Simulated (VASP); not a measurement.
A run of VASP 6.6.1:

The input POSCAR:

```
GaP
1.0
    0.0000000000      2.7252500000      2.7252500000
    2.7252500000      0.0000000000      2.7252500000
    2.7252500000      2.7252500000      0.0000000000
Ga P
1 1
Direct
    0.0000000000      0.0000000000      0.0000000000
    0.7500000000      0.7500000000      0.7500000000
```

Contents of INCAR.step1:

```
SYSTEM = GaP
PREC = Accurate
ENCUT = 520
EDIFF = 1E-5
ISMEAR = -1
SIGMA = 0.05
LREAL = .False.
LASPH = .True.
NELM = 100
ALGO = Normal
ISIF = 2
LWAVE = .True.
LCHARG = .False.
GGA = PE
```

The input INCAR.step2:

```
SYSTEM = GaP
PREC = Accurate
ENCUT = 520
EDIFF = 1E-6
ISMEAR = -1
SIGMA = 0.05
LREAL = .False.
LASPH = .True.
NELM = 100
ALGO = Normal
ISIF = 2
LWAVE = .False.
LCHARG = .False.
METAGGA = TPSS
LHFCALC = .True.
AEXX = 0.1
LMIXTAU = .True.
PRECFOCK = Fast
HFRCUT = -1
ISTART = 1
```

File KPOINTS:

```
regular mesh
0
Gamma
  4 4 4
  0 0 0
```

KPOINTS_OPT

```
path GXWKGLUWLK,UX
12
line-mode
reciprocal
 0.0000000000  0.0000000000  0.0000000000  G
 0.5000000000  0.0000000000  0.5000000000  X

 0.5000000000  0.0000000000  0.5000000000  X
 0.5000000000  0.2500000000  0.7500000000  W

 0.5000000000  0.2500000000  0.7500000000  W
 0.3750000000  0.3750000000  0.7500000000  K

 0.3750000000  0.3750000000  0.7500000000  K
 0.0000000000  0.0000000000  0.0000000000  G

 0.0000000000  0.0000000000  0.0000000000  G
 0.5000000000  0.5000000000  0.5000000000  L

 0.5000000000  0.5000000000  0.5000000000  L
 0.6250000000  0.2500000000  0.6250000000  U

 0.6250000000  0.2500000000  0.6250000000  U
 0.5000000000  0.2500000000  0.7500000000  W

 0.5000000000  0.2500000000  0.7500000000  W
 0.5000000000  0.5000000000  0.5000000000  L

 0.5000000000  0.5000000000  0.5000000000  L
 0.3750000000  0.3750000000  0.7500000000  K

 0.6250000000  0.2500000000  0.6250000000  U
 0.5000000000  0.0000000000  0.5000000000  X
```

Potentials or basis: VASP PAW PBE potentials, release 64 (Ga_d, P).

Command:

```console
$ cat potpaw_PBE.64/Ga_d/POTCAR potpaw_PBE.64/P/POTCAR > POTCAR
$ cp INCAR.step1 INCAR
$ mpirun -np 1 vasp_std > vasp.out
$ cp INCAR.step2 INCAR
$ mpirun -np 1 vasp_std > vasp.out
```

Hardware: 1 thread of Intel(R) Xeon(R) Platinum 8259CL CPU @ 2.50GHz (Skylake/Cascade Lake), on a shared host.

Q: Estimate the wall time of this run.

A: Wall time 22 min on 1 thread of Intel(R) Xeon(R) Platinum 8259CL CPU @ 2.50GHz (Skylake/Cascade Lake), on a shared host, peak memory 0.2 GiB. Counts: scf iterations 130, k points 8.
